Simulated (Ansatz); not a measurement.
Free-standing chains of the atoms of Ti, named by their start (strip: triangular double chain, ladder: square double chain); atoms and period are relaxed, and energies count from relaxed bulk Ti (P6_3/mmc, 17.39 Å³/atom, gap on the mesh 0.00 eV).

These are results of DFT PBE, scalar-relativistic, plane waves, PAW in Ansatz, not measurements.

Cutoff 420 eV, Gaussian smearing of 0.05 eV, energies at zero smearing, symmetry of each start kept, collinear spin where a moment is listed.

```tsv
start	atoms	k mesh	excess energy (eV per host atom)	period (Å)	highest filled level or Fermi level under vacuum (eV)	size of the moment (μB per cell)
linear chain	1	1×1×25	3.742	2.629	3.53	2.96
dimerised chain	2	1×1×13	3.300	4.864	3.63	0.61
zigzag chain*	2	1×1×14	2.399	2.613	-	0.30
ladder chain	4	1×1×13	2.870	5.404	-	10.62
strip chain	2	1×1×23	2.398	2.625	-	0.49
```

Zero in every row: gap on the mesh (eV).

* ends far from its start.

Each run keeps its start's symmetry and one magnetic start, so lower states can exist. Rows stand on unlike meshes and boxes, so starts that end alike can differ by a few hundredths of an eV per atom.

Cost: 5 runs of about 14 core-minutes in all, on Arm Neoverse V2 (shared hosts).